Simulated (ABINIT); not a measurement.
Sb:

```
Sb
1.0
     4.52770    0.00000    0.00000
     0.00000    4.42110    0.00000
    -1.32052    0.00000    6.36435
Sb
4
Direct
  0.33993 0.25000 0.68367
  0.93664 0.75000 0.76276
  0.06336 0.25000 0.23724
  0.66007 0.75000 0.31633
```

This isn't the form of Sb at room conditions, which is rhombohedral.

| Item | Value |
| --- | --- |
| Program | ABINIT 10.8.3 (patched build) |
| Task | relaxation of cell and atoms |
| Functional | LDA |
| Potentials or basis | JTH PAW LDA v2.0 |
| Cutoff | 435 eV |
| k mesh | 5 × 5 × 3 |
| Occupations | fermi-dirac, width 0.05 eV |
| Spin | no spin polarisation |

At the start: pressure -3.5 GPa; volume 31.85 Å³/atom.

Task: Where does the relaxation end?

Result: Over 28 steps the energy falls by 73.5 meV/atom and the volume is 28.08 Å³/atom (-11.9 %); space group P2_1/m (No. 11, to 0.05 Å).

The path:
| step | energy change (eV) | largest force (eV/Å) | pressure (GPa) | volume (Å³) |
| --- | --- | --- | --- | --- |
| 1 | 0.0000 | 0.2098 | -3.52 | 127.40 |
| 2 | -0.0291 | 0.1346 | -2.99 | 126.03 |
| 3 | -0.0936 | 0.3395 | 0.11 | 119.18 |
| 4 | -0.0974 | 0.2932 | -0.15 | 119.47 |
| 5 | -0.1136 | 0.1432 | -0.72 | 119.26 |
| 6 | -0.1297 | 0.1202 | -0.74 | 117.60 |
| 7 | -0.1404 | 0.1444 | -0.28 | 115.33 |
| 8 | -0.1477 | 0.1456 | 0.14 | 113.84 |
| 9 | -0.1700 | 0.1636 | 1.43 | 110.07 |
| 10 | -0.1819 | 0.2550 | 1.52 | 109.62 |
| 11 | -0.2043 | 0.3274 | -0.26 | 112.98 |
| 12 | -0.2098 | 0.3115 | -0.04 | 112.27 |
| 13 | -0.2212 | 0.2745 | 0.23 | 111.18 |
| 14 | -0.2344 | 0.2434 | 0.17 | 110.98 |
| 15 | -0.2674 | 0.3578 | -0.23 | 111.07 |
| 16 | -0.2781 | 0.2685 | -0.40 | 111.82 |
| 17 | -0.2841 | 0.1681 | -0.16 | 111.73 |
| 18 | -0.2852 | 0.1338 | 0.04 | 111.45 |
| 19 | -0.2862 | 0.1100 | 0.21 | 111.19 |
| 20 | -0.2878 | 0.0751 | 0.40 | 110.94 |
| 21 | -0.2900 | 0.0568 | 0.46 | 111.00 |
| 22 | -0.2920 | 0.0412 | 0.29 | 111.50 |
| 23 | -0.2929 | 0.0310 | 0.07 | 111.99 |
| 24 | -0.2930 | 0.0271 | -0.02 | 112.17 |
| 25 | -0.2931 | 0.0250 | -0.06 | 112.24 |
| 26 | -0.2933 | 0.0202 | -0.11 | 112.34 |
| 27 | -0.2936 | 0.0172 | -0.13 | 112.38 |
| 28 | -0.2938 | 0.0096 | -0.09 | 112.30 |

Final structure:
```
CELL_PARAMETERS angstrom
4.12604 0.00000 -0.41142
0.00000 4.50099 0.00000
-1.78168 0.00000 6.22465
ATOMIC_POSITIONS crystal
Sb 0.37074 0.25000 0.70994
Sb 0.90236 0.75000 0.76203
Sb 0.09764 0.25000 0.23797
Sb 0.62926 0.75000 0.29006
```
